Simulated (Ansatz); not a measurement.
Si: relaxation of cell and atoms with RPBE

Crystal: Si.

```
Si
1.0
     0.00000    2.72185    2.72185
     2.72185    0.00000    2.72185
     2.72185    2.72185    0.00000
Si
2
Direct
  0.50000 0.50000 0.50000
  0.75000 0.75000 0.75000
```

- Program: Ansatz 0.2.0
- Task: relaxation of cell and atoms
- Functional: RPBE
- Potentials or basis: all-electron LAPW, scalar-relativistic
- Basis error allowed: 0.001 eV/atom
- k mesh: 8 × 8 × 8
- Occupations: fermi-dirac, width 0.05 eV
- Spin: no spin polarisation

```json
{"Relaxed volume": "20.81 Å³/atom", "Relaxed cell": "a = 3.890 Å, b = 3.890 Å, c = 3.890 Å, α = 60.00°, β = 60.00°, γ = 60.00°", "Space group after relaxing (to 0.05 Å)": "Fd-3m (No. 227)", "Energy gained by relaxing": "5.8 meV/atom", "Ionic steps": "4", "Pressure after relaxing": "0.0 GPa", "Band gap on the k mesh": "0.74 eV"}
```

The path:
```tsv
step	energy change (eV)	largest force (eV/Å)	volume (Å³)
1	0.0000	0.0000	40.33
2	-0.0108	0.0000	41.30
3	-0.0115	0.0000	41.62
4	-0.0115	0.0000	41.62
```

Final structure:
```yaml
crystal:
  lattice:
    - [0.00000, 2.75059, 2.75059]
    - [2.75059, 0.00000, 2.75059]
    - [2.75059, 2.75059, 0.00000]
  atoms:
    - { symbol: Si, position: [0.50000, 0.50000, 0.50000] }
    - { symbol: Si, position: [0.75000, 0.75000, 0.75000] }
```

Wall time 19 s on 1 thread of Intel(R) Xeon(R) Processor @ 2.50GHz (Skylake/Cascade Lake) (shared host), peak memory 0.26 GiB.

A k mesh can miss the band edges.
